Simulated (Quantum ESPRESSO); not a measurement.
GaSb: zone-centre phonons under several settings

```
Sb Ga
1.0
     0.00000    3.05900    3.05900
     3.05900    0.00000    3.05900
     3.05900    3.05900    0.00000
Sb Ga
1 1
Direct
  0.75000 0.75000 0.75000
  0.00000 0.00000 0.00000
```

All runs used Quantum ESPRESSO 7.5; potentials PseudoDojo 0.4.1 SR PBE standard; k mesh 8 × 8 × 8; given cell, atoms relaxed; no spin polarisation; cutoff 1088 eV; occupations cold, width 0.2 eV.

| level | pressure (GPa) | lowest optical mode without the field (cm⁻¹) |
| --- | --- | --- |
| PBE | 2.3 | 218 |
| rev-vdW-DF2 | ? | ? |

Task: What stands in the row left open?

Result: Pressure 1.1 GPa; lowest optical mode without the field 215 cm⁻¹.

Caveats: the potentials were made for another functional, which shifts forces and pressure (some runs).

For the row left open. Caveat: the potentials were made for another functional, which shifts forces and pressure.
